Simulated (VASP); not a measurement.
Computed with modified Becke-Johnson potential (mBJ) with spin-orbit coupling, VASP's PBE PAW potentials (set 64) (plane waves; VASP 6.6.1).

A VASP calculation is set up with these files.

### INCAR
```
! general
SYSTEM      =  CsI
PREC        =  Accurate
ENCUT       =  350
LREAL       =  .False.
LASPH       =  .True.

! electronic loop
EDIFF       =  1E-6
NELM        =  200
ALGO        =  Normal
LMAXMIX     =  4
LMIXTAU     =  .True.

! smearing
ISMEAR      =  0
SIGMA       =  0.05

! functional
METAGGA     =  MBJ
GGA_COMPAT  =  .False.

! spin
MAGMOM      =  0 0 0 0 0 0
LSORBIT     =  .True.

! ions
ISIF        =  0

! output
LWAVE       =  .False.
LCHARG      =  .False.
```

**KPOINTS**
```
K-points
0
G
4 4 4
```

File POSCAR:
```
CsI
1
    4.6669381259     0.0000000000     0.0000000000
    0.0000000000     4.6669381259     0.0000000000
    0.0000000000     0.0000000000     4.6669381259
Cs I
1 1
Direct
  0.0000000000   0.0000000000   0.0000000000
  0.5000000000   0.5000000000   0.5000000000
```

**KPOINTS_OPT**
```
k-points along high-symmetry lines
11
Line-mode
Reciprocal
  0.000000   0.000000   0.000000 ! GAMMA
  0.000000   0.500000   0.000000 ! X

  0.000000   0.500000   0.000000 ! X
  0.500000   0.500000   0.000000 ! M

  0.500000   0.500000   0.000000 ! M
  0.000000   0.000000   0.000000 ! GAMMA

  0.000000   0.000000   0.000000 ! GAMMA
  0.500000   0.500000   0.500000 ! R

  0.500000   0.500000   0.500000 ! R
  0.000000   0.500000   0.000000 ! X

  0.500000   0.500000   0.500000 ! R
  0.500000   0.500000   0.000000 ! M
```

POTCAR, in this order: Cs_sv I (PBE.64 set). Program: vasp_ncl. Read from the step before: WAVECAR.

The resulting files:

File OUTCAR:
```
 ion  position               nearest neighbor table
   1  0.000  0.000  0.000-
   2  0.500  0.500  0.500-
  LATTYP: Found a simple cubic cell.
 ALAT       =     4.6669381259
 Subroutine PRICEL returns:
 Original cell was already a primitive cell.
 Subroutine GETGRP returns: Found 48 space group operations
The static configuration has the point symmetry O_h .
The dynamic configuration has the point symmetry O_h .
The overall configuration has the point symmetry O_h .
 Subroutine INISYM returns: Found 48 space group operations
 Subroutine IBZKPT returns following result:
 Found     10 irreducible k-points:

 Following reciprocal coordinates:
            Coordinates               Weight
  0.000000  0.000000  0.000000      1.000000
  0.250000  0.000000  0.000000      6.000000
  0.500000  0.000000  0.000000      3.000000
  0.250000  0.250000  0.000000     12.000000
  0.500000  0.250000  0.000000     12.000000
  0.500000  0.500000  0.000000      3.000000
  0.250000  0.250000  0.250000      8.000000
  0.500000  0.250000  0.250000     12.000000
  0.500000  0.500000  0.250000      6.000000
  0.500000  0.500000  0.500000      1.000000
   k-points           NKPTS =     10   k-points in BZ     NKDIM =     10   number of bands    NBANDS=     24
   number of dos      NEDOS =    301   number of ions     NIONS =      2
   total plane-waves  NPLWV =  21952
   dimension x,y,z NGX =    28 NGY =   28 NGZ =   28
   dimension x,y,z NGXF=    56 NGYF=   56 NGZF=   56
   ions per type =               1   1
   PREC   = accura    normal or accurate (medium, high low for compatibility)
   ISTART =      1    job   : 0-new  1-cont  2-samecut
   ICHARG =      0    charge: 1-file 2-atom 10-const
   ISPIN  =      1    spin polarized calculation?
   LNONCOLLINEAR =      T non collinear calculations
   LSORBIT =      T    spin-orbit coupling
   INIWAV =      1    electr: 0-lowe 1-rand  2-diag
   ENCUT  =  350.0 eV  25.72 Ry    5.07 a.u.   7.12  7.12  7.12*2*pi/ulx,y,z
   NELM   =    200;   NELMIN=  2; NELMDL=  0     # of ELM steps
   EDIFF  = 0.1E-05   stopping-criterion for ELM
   LREAL  =      F    real-space projection
   NLSPLINE    = F    spline interpolate recip. space projectors
   LMAXMIX     =    4 max onsite mixed and CHGCAR
   VOSKOWN=      0    Vosko Wilk Nusair interpolation
   EDIFFG = 0.1E-04   stopping-criterion for IOM
   NSW    =      0    number of steps for IOM
   NBLOCK =      1;   KBLOCK =      1    inner block; outer block
   IBRION =     -1    ionic relax: 0-MD 1-quasi-New 2-CG
   NFREE  =      0    steps in history (QN), initial steepest desc. (CG)
   ISIF   =      0    stress and relaxation
   ISYM   =      2    0-nonsym 1-usesym 2-fastsym
   TEIN   =    0.0    initial temperature
   TEBEG  =    0.0;   TEEND  =   0.0 temperature during run
   SMASS  =  -3.00    Nose mass-parameter (am)
   PSTRESS=    0.0 pullay stress
   NELECT =      16.0000    total number of electrons
   EFERMI =   0.00;   METHOD = LEGACY
   ISMEAR =     0;   SIGMA  =   0.05  broadening in eV -4-tet -1-fermi 0-gaus
   IALGO  =     38    algorithm
   LDIAG  =      T    sub-space diagonalisation (order eigenvalues)
   IMIX   =      4    mixing-type and parameters
     AMIX     =   0.40;   BMIX     =  1.00
     AMIX_MAG =   1.60;   BMIX_MAG =  1.00
     AMIN     =   0.10
   METAGGA = MBJ    functional components
   VOSKOWN =     0    Vosko Wilk Nusair interpolation
   LHFCALC =     F    Hartree Fock is set to
   LHFONE  =     F    Hartree Fock one center treatment
   AEXX    =    0.0000 exact exchange contribution
   IVDW    =     0    specifies the selected vdW correction
   LEPSILON=     F    determine dielectric tensor
   LRPA    =     F    only Hartree local field effects (RPA)
...
```

OSZICAR:
```
       N       E                     dE             d eps       ncg     rms          rms(c)
DAV:   1     0.714676129676E+03    0.71468E+03   -0.12883E+00   480   0.116E+01    0.159E+00
DAV:   2     0.714534209553E+03   -0.14192E+00   -0.13656E+00   512   0.949E+00    0.604E+00
DAV:   3     0.714474395302E+03   -0.59814E-01   -0.22162E-02   552   0.115E+00    0.673E+00
DAV:   4     0.714727987740E+03    0.25359E+00   -0.40560E-02   496   0.162E+00    0.511E+00
DAV:   5     0.715058552571E+03    0.33056E+00   -0.55907E-02   488   0.209E+00    0.335E+00
DAV:   6     0.715203508067E+03    0.14496E+00   -0.71275E-02   488   0.196E+00    0.258E+00
DAV:   7     0.715257470444E+03    0.53962E-01   -0.32620E-03   560   0.477E-01    0.255E+00
DAV:   8     0.715252644622E+03   -0.48258E-02   -0.19311E-04   600   0.112E-01    0.269E+00
DAV:   9     0.715597299197E+03    0.34465E+00   -0.23300E-02   496   0.139E+00    0.596E-01
DAV:  10     0.715608783710E+03    0.11485E-01   -0.15809E-02   520   0.104E+00    0.114E+00
DAV:  11     0.715632577748E+03    0.23794E-01   -0.87278E-04   528   0.241E-01    0.102E+00
DAV:  12     0.715598706192E+03   -0.33872E-01   -0.62928E-04   504   0.239E-01    0.110E+00
DAV:  13     0.715660397642E+03    0.61691E-01   -0.95302E-04   496   0.325E-01    0.387E-01
DAV:  14     0.715684496154E+03    0.24099E-01   -0.49912E-04   544   0.233E-01    0.235E-01
DAV:  15     0.715716772131E+03    0.32276E-01   -0.27319E-04   520   0.151E-01    0.101E-01
DAV:  16     0.715725216122E+03    0.84440E-02   -0.95480E-05   528   0.895E-02    0.684E-02
DAV:  17     0.715735255165E+03    0.10039E-01   -0.22848E-05   584   0.412E-02    0.108E-01
DAV:  18     0.715741000079E+03    0.57449E-02   -0.95423E-06   520   0.272E-02    0.126E-01
DAV:  19     0.715736668879E+03   -0.43312E-02   -0.60691E-06   512   0.211E-02    0.708E-02
DAV:  20     0.715734618613E+03   -0.20503E-02   -0.19607E-06   456   0.121E-02    0.615E-02
DAV:  21     0.715733998633E+03   -0.61998E-03   -0.10718E-06   416   0.871E-03    0.502E-02
DAV:  22     0.715732527928E+03   -0.14707E-02   -0.24825E-07   296   0.594E-03    0.320E-02
DAV:  23     0.715731628114E+03   -0.89981E-03   -0.18420E-07   280   0.451E-03    0.235E-02
DAV:  24     0.715730549862E+03   -0.10783E-02   -0.17210E-07   256   0.393E-03    0.139E-02
DAV:  25     0.715729657658E+03   -0.89220E-03   -0.19856E-07   264   0.439E-03    0.654E-03
DAV:  26     0.715729105374E+03   -0.55228E-03   -0.95525E-08   256   0.289E-03    0.287E-03
DAV:  27     0.715728838342E+03   -0.26703E-03   -0.50102E-08   240   0.202E-03    0.141E-03
DAV:  28     0.715728698553E+03   -0.13979E-03   -0.17172E-08   240   0.118E-03    0.810E-04
DAV:  29     0.715728614113E+03   -0.84439E-04   -0.59574E-09   240   0.701E-04    0.141E-04
DAV:  30     0.715728631391E+03    0.17278E-04   -0.25501E-09   240   0.415E-04    0.368E-04
DAV:  31     0.715728615349E+03   -0.16042E-04   -0.57182E-10   240   0.190E-04    0.169E-04
DAV:  32     0.715728616817E+03    0.14676E-05   -0.24673E-10   240   0.119E-04    0.173E-04
DAV:  33     0.715728600156E+03   -0.16661E-04   -0.14160E-10   240   0.106E-04    0.106E-04
DAV:  34     0.715728608880E+03    0.87240E-05   -0.70840E-11   240   0.697E-05    0.658E-05
DAV:  35     0.715728600435E+03   -0.84449E-05   -0.29779E-11   240   0.411E-05    0.292E-05
DAV:  36     0.715728607134E+03    0.66989E-05   -0.17045E-11   240   0.255E-05    0.568E-05
DAV:  37     0.715728602977E+03   -0.41567E-05   -0.22369E-12   240   0.196E-05    0.121E-05
DAV:  38     0.715728605300E+03    0.23231E-05   -0.82132E-12   240   0.113E-05    0.141E-05
DAV:  39     0.715728604175E+03   -0.11247E-05    0.13101E-12   240   0.829E-06    0.805E-06
DAV:  40     0.715728604780E+03    0.60438E-06    0.63928E-12   240   0.450E-06
   1 F= 0.71572860E+03 E0= 0.71572860E+03  d E =-.937045E-19  mag=     0.0000     0.0000    -0.0000
       N       E                     dE             ncg
       N       E                     dE             ncg
       N       E                     dE             ncg
       N       E                     dE             ncg
       N       E                     dE             ncg
       N       E                     dE             ncg
       N       E                     dE             ncg
```

### OUTCAR
```
------------------------ aborting loop because EDIFF is reached ----------------------------------------
  volume of cell :      101.65
      direct lattice vectors                 reciprocal lattice vectors
     4.666938126  0.000000000  0.000000000     0.214273250  0.000000000  0.000000000
     0.000000000  4.666938126  0.000000000     0.000000000  0.214273250  0.000000000
     0.000000000  0.000000000  4.666938126     0.000000000  0.000000000  0.214273250
 POSITION                                       TOTAL-FORCE (eV/Angst)
 -----------------------------------------------------------------------------------
      0.00000      0.00000      0.00000         0.000000      0.000000      0.000000
      2.33347      2.33347      2.33347         0.000000      0.000000      0.000000
 -----------------------------------------------------------------------------------
    total drift:                               -0.000000      0.000000      0.000000
  FREE ENERGIE OF THE ION-ELECTRON SYSTEM (eV)
  ---------------------------------------------------
  free  energy   TOTEN  =       715.7286047799 eV

  energy  without entropy=      715.7286047799  energy(sigma->0) =      715.72860478

     CMBJ =    1.0000

     CMBJA=   -0.0120

     CMBJB=    1.0230

     CMBJE=    0.5000

    CMBJ =    1.2731

 Ion:    1  E_soc:     -0.2977686

 Ion:    2  E_soc:     -0.2290376
```
(Selected blocks of OUTCAR.)

### OUTCAR
```
 val. band max:        0.7184480604   @ k =   0.0000   0.0000   0.0000

 cond. band min:       5.7448672021   @ k =   0.0000   0.0000   0.0000


 Fermi energy:         1.0216819201

 k-point     1 :       0.0000    0.0000    0.0000
  band No.  band energies     occupation
      1     -20.0683      1.00000
      2     -20.0683      1.00000
      3      -9.8498      1.00000
      4      -9.8498      1.00000
      5      -7.8337      1.00000
      6      -7.8337      1.00000
      7      -6.2744      1.00000
      8      -6.2744      1.00000
      9      -6.2744      1.00000
     10      -6.2744      1.00000
     11      -0.2468      1.00000
     12      -0.2468      1.00000
     13       0.7184      1.00000
     14       0.7184      1.00000
     15       0.7184      1.00000
     16       0.7184      1.00000
     17       5.7449      0.00000
     18       5.7449      0.00000
     19       5.8592      0.00000
     20       5.8592      0.00000
     21       5.8592      0.00000
     22       5.8592      0.00000
     23       8.4848      0.00000
     24       8.4848      0.00000

 k-point     2 :       0.2500    0.0000    0.0000
  band No.  band energies     occupation
      1     -20.0610      1.00000
      2     -20.0610      1.00000
      3      -9.8527      1.00000
      4      -9.8527      1.00000
      5      -7.8288      1.00000
      6      -7.8288      1.00000
      7      -6.3016      1.00000
      8      -6.3016      1.00000
      9      -6.2529      1.00000
     10      -6.2529      1.00000
     11      -0.4994      1.00000
     12      -0.4994      1.00000
     13       0.3512      1.00000
     14       0.3512      1.00000
     15       0.6640      1.00000
     16       0.6640      1.00000
     17       6.2091      0.00000
     18       6.2091      0.00000
     19       6.6517      0.00000
     20       6.6517      0.00000
     21       6.9221      0.00000
     22       6.9221      0.00000
     23       8.4795      0.00000
     24       8.4795      0.00000
...
```

mBJ is a potential without an energy functional, so only the levels count.

The compound is CsI in the CsCl type structure. It was relaxed first, which changed the volume by +6 %. The cell's shape comes from a PBE relaxation.
